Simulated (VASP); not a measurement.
# Hf in VASP: reference runs

Aim: a first look at Hf with PBE, on the cell as given.

Everything below comes from runs of VASP 6.6.1. Logs are shortened: lines on timing, memory, paths and dates and some standing lists are left out, and cuts for length are marked.

## (1) The cell of the first run

The cell holds a slab with vacuum, 5 atoms: a = 3.126 Å, b = 3.126 Å, c = 25.211 Å, α = 90.00°, β = 90.00°, γ = 109.47°.

The slab is cut from a database's or a generator's crystal, which needn't be the stable form of the element.

## (2) Single point, PBE (the (1 1 0) slab of Hf, cut from the database cell, not relaxed)

The input, INCAR:

```
SYSTEM = Hf
  ALGO = Normal
  DIPOL = 0.5 0.5 0.500
  EDIFF = 1E-7
  ENCUT = 520
  GGA = PE
  IDIPOL = 3
  ISIF = 2
  ISMEAR = -1
  LASPH = .True.
  LCHARG = .True.
  LDIPOL = .True.
  LELF = .True.
  LREAL = .False.
  LVACPOTAV = .True.
  LVHAR = .True.
  LWAVE = .False.
  NBANDS = 33
  NELM = 100
  PREC = Accurate
  SIGMA = 0.05
```

The input, KPOINTS:

```
k-points
0
Gamma
  9 9 1
  0 0 0
```

The input, POSCAR:

```
Hf
1.0
    3.1263517077      0.0000000000      0.0000000000
   -1.0421172359      2.9475526571      0.0000000000
    0.0000000000      0.0000000000     25.2106219203
Hf
5
Direct
    0.5000000000      0.5000000000      0.2974936526
    0.0000000000      0.0000000000      0.3987468263
    0.5000000000      0.5000000000      0.5000000000
    0.0000000000      0.0000000000      0.6012531737
    0.5000000000      0.5000000000      0.7025063474
```

Potentials or basis: VASP PAW PBE potentials, release 64 (Hf_pv).

The run is started by

```console
$ cat potpaw_PBE.64/Hf_pv/POTCAR > POTCAR
$ mpirun -np 1 vasp_std > vasp.out
```

OUTCAR:

```text
SYSTEM = Hf
   EDIFF = 1E-7
   ENCUT = 520
   GGA = PE
   ISIF = 2
   ISMEAR = -1
   LASPH = .True.
   LREAL = .False.
   NELM = 100
   PREC = Accurate

 ion  position               nearest neighbor table
   1  0.500  0.500  0.297-   2 3.13   2 3.13   2 3.61   2 3.61
   2  0.000  0.000  0.399-   1 3.13   3 3.13   1 3.13   3 3.13   1 3.61   3 3.61   1 3.61   3 3.61

   3  0.500  0.500  0.500-   2 3.13   4 3.13   2 3.13   4 3.13   2 3.61   4 3.61   2 3.61   4 3.61

   4  0.000  0.000  0.601-   3 3.13   5 3.13   3 3.13   5 3.13   3 3.61   5 3.61   3 3.61   5 3.61

   5  0.500  0.500  0.703-   4 3.13   4 3.13   4 3.61   4 3.61

  LATTYP: Found a base centered orthorhombic cell.
 ALAT       =     3.6100000000
 B/A-ratio  =     1.4142135624
 C/A-ratio  =     6.9835517785

  Lattice vectors:

 A1 = (   3.1263517077,   0.0000000000,   0.0000000000)
 A2 = (  -1.0421172359,   2.9475526571,   0.0000000000)
 A3 = (   0.0000000000,   0.0000000000,  25.2106219203)

Analysis of symmetry for initial positions (statically):
=====================================================================
 Subroutine PRICEL returns:
 Original cell was already a primitive cell.

 Routine SETGRP: Setting up the symmetry group for a
 base centered orthorhombic supercell.

 Subroutine GETGRP returns: Found  8 space group operations
 (whereof  8 operations were pure point group operations)
 out of a pool of  8 trial point group operations.

The static configuration has the point symmetry D_2h.

Analysis of symmetry for dynamics (positions and initial velocities):
=====================================================================
 Subroutine PRICEL returns:
 Original cell was already a primitive cell.

 Routine SETGRP: Setting up the symmetry group for a
 base centered orthorhombic supercell.

 Subroutine GETGRP returns: Found  8 space group operations
 (whereof  8 operations were pure point group operations)
 out of a pool of  8 trial point group operations.

The dynamic configuration has the point symmetry D_2h.

 Subroutine INISYM returns: Found  8 space group operations
 (whereof  8 operations are pure point group operations),
 and found     1 'primitive' translations

----------------------------------------------------------------------------------------

                                     Primitive cell

  volume of cell :     232.3181

  direct lattice vectors                    reciprocal lattice vectors
     3.126351708  0.000000000  0.000000000     0.319861645  0.113088169  0.000000000
    -1.042117236  2.947552657  0.000000000     0.000000000  0.339264507  0.000000000
     0.000000000  0.000000000 25.210621920     0.000000000  0.000000000  0.039665820

  length of vectors
     3.126351708  3.126351708 25.210621920     0.339264507  0.339264507  0.039665820

  position of ions in fractional coordinates (direct lattice)
     0.500000000  0.500000000  0.297493653
     0.000000000  0.000000000  0.398746826
     0.500000000  0.500000000  0.500000000
     0.000000000  0.000000000  0.601253174
     0.500000000  0.500000000  0.702506347

  ion indices of the primitive-cell ions
   primitive index   ion index
                 1           1
                 2           2
                 3           3
                 4           4
                 5           5

----------------------------------------------------------------------------------------

 KPOINTS: k-points

Automatic generation of k-mesh.
 Grid dimensions read from file:
 generate k-points for:    9    9    1

 Generating k-lattice:

  Cartesian coordinates                     Fractional coordinates (reciprocal lattice)
     0.035540183  0.012565352  0.000000000     0.111111111 -0.000000000  0.000000000
     0.000000000  0.037696056  0.000000000     0.000000000  0.111111111  0.000000000
     0.000000000  0.000000000  0.039665820     0.000000000  0.000000000  1.000000000

  Length of vectors
     0.037696056  0.037696056  0.039665820

  Shift w.r.t. Gamma in fractional coordinates (k-lattice)
     0.000000000  0.000000000  0.000000000

 Subroutine IBZKPT returns following result:
 ===========================================

 Found     25 irreducible k-points:

 Following reciprocal coordinates:
            Coordinates               Weight
  0.000000  0.000000  0.000000      1.000000
  0.111111  0.000000  0.000000      4.000000
  0.222222  0.000000  0.000000      4.000000
  0.333333  0.000000  0.000000      4.000000
  0.444444  0.000000  0.000000      4.000000
  0.111111  0.111111  0.000000      2.000000
[... 16 lines left out ...]
 -0.333333  0.333333  0.000000      2.000000
  0.444444  0.444444  0.000000      2.000000
   k-points           NKPTS =     25   k-points in BZ     NKDIM =     25   number of bands    NBANDS=     33
   number of dos      NEDOS =    301   number of ions     NIONS =      5
   total plane-waves  NPLWV = 110592
   dimension x,y,z NGX =    24 NGY =   24 NGZ =  192
   dimension x,y,z NGXF=    48 NGYF=   48 NGZF=  384
   ions per type =               5
   NGX,Y,Z   is equivalent  to a cutoff of  12.76, 12.76, 12.66 a.u.
   NGXF,Y,Z  is equivalent  to a cutoff of  25.52, 25.52, 25.32 a.u.
 SYSTEM =  Hf
   PREC   = accura    normal or accurate (medium, high low for compatibility)
   ISTART =      0    job   : 0-new  1-cont  2-samecut
   ICHARG =      2    charge: 1-file 2-atom 10-const
   ISPIN  =      1    spin polarized calculation?
   LNONCOLLINEAR =      F non collinear calculations
   LSORBIT =      F    spin-orbit coupling
   LASPH  =      T    aspherical Exc in radial PAW
   ENCUT  =  520.0 eV  38.22 Ry    6.18 a.u.   5.81  5.81 46.88*2*pi/ulx,y,z
   NELM   =    100;   NELMIN=  2; NELMDL= -5     # of ELM steps
   EDIFF  = 0.1E-06   stopping-criterion for ELM
   LREAL  =      F    real-space projection
   EDIFFG = 0.1E-05   stopping-criterion for IOM
   NSW    =      0    number of steps for IOM
   IBRION =     -1    ionic relax: 0-MD 1-quasi-New 2-CG
   NFREE  =      0    steps in history (QN), initial steepest desc. (CG)
   ISIF   =      2    stress and relaxation
   ISYM   =      2    0-nonsym 1-usesym 2-fastsym
   POTIM  = 0.5000    time-step for ionic-motion
   TEBEG  =    0.0;   TEEND  =   0.0 temperature during run
   PSTRESS=    0.0 pullay stress
   NELECT =      50.0000    total number of electrons
   NUPDOWN=      -1.0000    fix difference up-down
   EMIN   =  10.00;   EMAX   =-10.00  energy-range for DOS
   EFERMI =   0.00;   METHOD = LEGACY
   ISMEAR =    -1;   SIGMA  =   0.05  broadening in eV -4-tet -1-fermi 0-gaus
   EFERMI_NEDOS =   21; number of points for ismear=-14 and -15
   IALGO  =     38    algorithm
   IMIX   =      4    mixing-type and parameters
     AMIX     =   0.40;   BMIX     =  1.00
     AMIX_MAG =   1.60;   BMIX_MAG =  1.00
  volume/ion in A,a.u.               =      46.46       313.55
  Fermi-wavevector in a.u.,A,eV,Ry     =   0.981079  1.853970 13.095817  0.962515
  Thomas-Fermi vector in A             =   2.112058
   LORBIT       =      0    0 simple, 1 ext, 2 COOP (PROOUT), +10 PAW based schemes
   GGA     = PE    functional components
[... 5 lines left out ...]
 non-spin polarized calculation
  energy-cutoff  :      520.00
  volume of cell :      232.32
 maximum number of plane-waves:      6312
   NGX = 11   NGY = 11   NGZ = 93

 dipolmoment           0.000000      0.000000      0.000000 electrons x Angstroem

 number of electron      50.0000004 magnetization

 dipolmoment           0.000000      0.000000     -0.000000 electrons x Angstroem

 Free energy of the ion-electron system (eV)
  ---------------------------------------------------
  ext. energy  EPLUGINS =         0.00000000
  ---------------------------------------------------
  free energy    TOTEN  =       -46.60973083 eV

  energy without entropy =      -46.50223516  energy(sigma->0) =      -46.55598300

 E-fermi :   0.2307     XC(G=0):  -6.4115

 val. band max:        0.2255829153   @ k =   0.3333   0.0000   0.0000
 cond. band min:       0.2358264540   @ k =  -0.1111   0.1111   0.0000
 fundamental gap:      0.0102435387
 Fermi energy:         0.2307359165

 k-point     1 :       0.0000    0.0000    0.0000
  band No.  band energies     occupation
      1     -30.7268      2.00000
      2     -30.7185      2.00000
      3     -30.3664      2.00000
      4     -30.3550      2.00000
      5     -30.3548      2.00000
      6     -30.2417      2.00000
[... 25 lines left out ...]
     32       1.9483      0.00000
     33       2.6305      0.00000

 k-point     2 :       0.1111    0.0000    0.0000
  band No.  band energies     occupation
      1     -30.7150      2.00000
      2     -30.7094      2.00000
      3     -30.4077      2.00000
      4     -30.3946      2.00000
      5     -30.3403      2.00000
      6     -30.2685      2.00000
[... 25 lines left out ...]
     32       1.9711      0.00000
     33       2.7871      0.00000

 k-point     3 :       0.2222    0.0000    0.0000
  band No.  band energies     occupation
      1     -30.6877      2.00000
      2     -30.6877      2.00000
      3     -30.5310      2.00000
      4     -30.5269      2.00000
      5     -30.3371      2.00000
      6     -30.2981      2.00000
[... 25 lines left out ...]
     32       2.1946      0.00000
     33       3.3553      0.00000

 k-point     4 :       0.3333    0.0000    0.0000
  band No.  band energies     occupation
      1     -30.6931      2.00000
      2     -30.6919      2.00000
      3     -30.6610      2.00000
      4     -30.6608      2.00000
      5     -30.3560      2.00000
      6     -30.3413      2.00000
[... 25 lines left out ...]
     32       2.7367      0.00000
     33       3.6024      0.00000

 k-point     5 :       0.4444    0.0000    0.0000
  band No.  band energies     occupation
      1     -30.7936      2.00000
      2     -30.7924      2.00000
      3     -30.6601      2.00000
      4     -30.6552      2.00000
      5     -30.4326      2.00000
      6     -30.3870      2.00000
[... 604 lines left out ...]
 k-point    22 :      -0.4444    0.3333    0.0000
  band No.  band energies     occupation
      1     -30.7616      2.00000
      2     -30.7616      2.00000
      3     -30.6155      2.00000
      4     -30.6151      2.00000
      5     -30.5657      2.00000
      6     -30.5651      2.00000
[... 25 lines left out ...]
     32       3.1174      0.00000
     33       3.2379      0.00000

 k-point    23 :      -0.3333    0.3333    0.0000
  band No.  band energies     occupation
      1     -30.6872      2.00000
      2     -30.6871      2.00000
      3     -30.6312      2.00000
      4     -30.6286      2.00000
      5     -30.5382      2.00000
      6     -30.5379      2.00000
[... 25 lines left out ...]
     32       2.8317      0.00000
     33       3.1015      0.00000

 k-point    24 :       0.4444    0.4444    0.0000
  band No.  band energies     occupation
      1     -30.8085      2.00000
      2     -30.8083      2.00000
      3     -30.6075      2.00000
      4     -30.6062      2.00000
      5     -30.6000      2.00000
      6     -30.5995      2.00000
[... 25 lines left out ...]
     32       3.4407      0.00000
     33       3.5188      0.00000

 [... further k-points ...]

------------------------ aborting loop because EDIFF is reached ----------------------------------------

  FORCE on cell =-STRESS in cart. coord.  units (eV):
  Direction    XX          YY          ZZ          XY          YZ          ZX
  --------------------------------------------------------------------------------------
  -------------------------------------------------------------------------------------
  Total       -6.2213975     -6.5117114     -4.9178785     -0.4105658      0.0000000      0.0000000
  in kB      -42.9057570    -44.9079012    -33.9160611     -2.8314594      0.0000000      0.0000000
  external PRESSURE =     -40.5765731 kB  Pullay stress =       0.0000000 kB

 VOLUME and BASIS-vectors are now :
 -----------------------------------------------------------------------------
  energy-cutoff  :      520.00
  volume of cell :      232.32
      direct lattice vectors                 reciprocal lattice vectors
     3.126351708  0.000000000  0.000000000     0.319861645  0.113088169  0.000000000
    -1.042117236  2.947552657  0.000000000     0.000000000  0.339264507  0.000000000
     0.000000000  0.000000000 25.210621920     0.000000000  0.000000000  0.039665820

 POSITION                                       TOTAL-FORCE (eV/Angst)
 -----------------------------------------------------------------------------------
      1.04212      1.47378      7.50000        -0.000000     -0.000000      0.709014
      0.00000      0.00000     10.05266        -0.000000      0.000000     -0.457924
      1.04212      1.47378     12.60531         0.000000      0.000000      0.000000
      0.00000      0.00000     15.15797        -0.000000      0.000000      0.457924
      1.04212      1.47378     17.71062         0.000000      0.000000     -0.709014
 -----------------------------------------------------------------------------------
    total drift:                                0.000000     -0.000000     -0.000000

  FREE ENERGIE OF THE ION-ELECTRON SYSTEM (eV)
  ---------------------------------------------------
  free  energy   TOTEN  =       -46.6097308321 eV

  energy  without entropy=      -46.5022351640  energy(sigma->0) =      -46.55598300

 vacuum level on the upper side and lower side of the slab         4.434         4.434
```

Wall time 4.7 min (1 thread of Intel Xeon 6975P-C (Granite Rapids), shared host); peak memory 0.42 GiB.

Results:

| Item | Value |
| --- | --- |
| Free energy | -46.6097 eV |
| Largest force | 0.709 eV/Å |
| Band gap on the k mesh | none (metal or under the smearing width) |
| Work function of the upper face | 4.20 eV |
| Work function of the lower face | 4.20 eV |

Forces in eV/Å, atoms in the order of the input:
```
Hf   0.000  0.000  0.709
Hf   0.000  0.000 -0.458
Hf   0.000  0.000  0.000
Hf   0.000  0.000  0.458
Hf   0.000  0.000 -0.709
```

Spin-orbit coupling is left out, which matters for the levels of Hf.
